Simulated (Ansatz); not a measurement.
# Eu (bcc): which electronic and magnetic state is lowest

One table from this session's results is given with a row withheld; the runs are named, their logs left out.

Computed with Ansatz 0.2.0 (DFT PBEsol+U (U_eff = 5 eV on Eu 4f), scalar-relativistic, plane waves, PAW, unless a step's input says otherwise).

1 further run of the same task is left out (set aside as unsound or not needed). Runs told in other sessions of the task aren't counted.

## The starting structure

The structure is cubic, space group Im-3m (No. 229). Conventional cell: a = 4.610 Å, b = 4.610 Å, c = 4.610 Å, α = 90.00°, β = 90.00°, γ = 90.00°. Eu (site symmetry m-3m) is surrounded by 8 Eu at 3.99 Å.

Structure file:

```cif
data_structure
_symmetry_space_group_name_H-M 'P 1'
_symmetry_Int_Tables_number 1
_cell_length_a 3.9924
_cell_length_b 3.9924
_cell_length_c 3.9924
_cell_angle_alpha 109.471
_cell_angle_beta 109.471
_cell_angle_gamma 109.471
_cell_volume 48.99
loop_
_atom_site_label
_atom_site_type_symbol
_atom_site_fract_x
_atom_site_fract_y
_atom_site_fract_z
_atom_site_occupancy
Eu1 Eu 0.00000 0.00000 0.00000 1
```

The cell is the measured one, not relaxed. An earlier run on this cell at PBEsol+U (U_eff = 5 eV on Eu 4f) gave -1.43 GPa at 48.986 Å³/atom (10×10×10 mesh), no gap, spin moments in the atoms' spheres Eu 7.15 μB.

Set-up of the first run:

Input file input.yaml:

```yaml
crystal:
  lattice:
    - [-2.305000149, 2.305000149, 2.305000149]
    - [2.305000149, -2.305000149, 2.305000149]
    - [2.305000149, 2.305000149, -2.305000149]
  atoms:
    - { symbol: Eu, position: [0.0, 0.0, 0.0] }
basis:
  ecutwfc: 420
  ecutrho_ratio: 4
kpoints:
  mp_grid: { grid: [10, 10, 10] }
hamiltonian:
  xc: pbesol
  hubbard: { sites: [{ species: Eu, l: f, u_eff: 5.0 }] }
scf:
  occupations: { method: gaussian, width: 0.05 }
output:
  forces: true
  stress: true
  eigenvalues: true
  populations: true
  hubbard: { sites: [{ species: Eu, l: f }] }
```

Launch:

```sh
$ ansatz run input.yaml --threads 4 --pin off --max-ram 9216MiB --backend cpu --events-out ev --progress --plain --runs-dir out
```

Steps of the session up to this table: No spin polarisation; Seeding on a coarse mesh: antiferromagnetic, doubled cell, propagation vector (0, 0, 1/2); Antiferromagnetic, doubled cell, propagation vector (0, 0, 1/2); Seeding on a coarse mesh: antiferromagnetic, doubled cell, propagation vector (1/2, 1/2, 1/2); Antiferromagnetic, doubled cell, propagation vector (1/2, 1/2, 1/2); Seeding on a coarse mesh: small parallel starting moments; Small parallel starting moments.

One table of the session follows, with a row left open; its other results are not shown here.

It belongs to the step «The magnetic starts side by side». 

```
                                                              start  from the base state (meV/atom)  pressure (GPa)
                                                      ferromagnetic                             0.0           -1.43
                                               no spin polarisation                         10080.7           -2.53
    antiferromagnetic, doubled cell, propagation vector (0, 0, 1/2)                               ?               ?
antiferromagnetic, doubled cell, propagation vector (1/2, 1/2, 1/2)                            17.4           -1.35
                                    small parallel starting moments                             0.0           -1.43
```

Estimate the missing values for antiferromagnetic, doubled cell, propagation vector (0, 0, 1/2).

**Answer.** from the base state (meV/atom): 2.5; pressure (GPa): -1.44. In the column «from the base state (meV/atom)» it lies between small parallel starting moments (0.0) and antiferromagnetic, doubled cell, propagation vector (1/2, 1/2, 1/2) (17.4).

Propagation vectors are in units of the typed cell's reciprocal vectors.

To keep in mind: Warnings in the runs' records: filled band counts differ across k points, stability check not made, negative dielectric reading, given moment on shells.
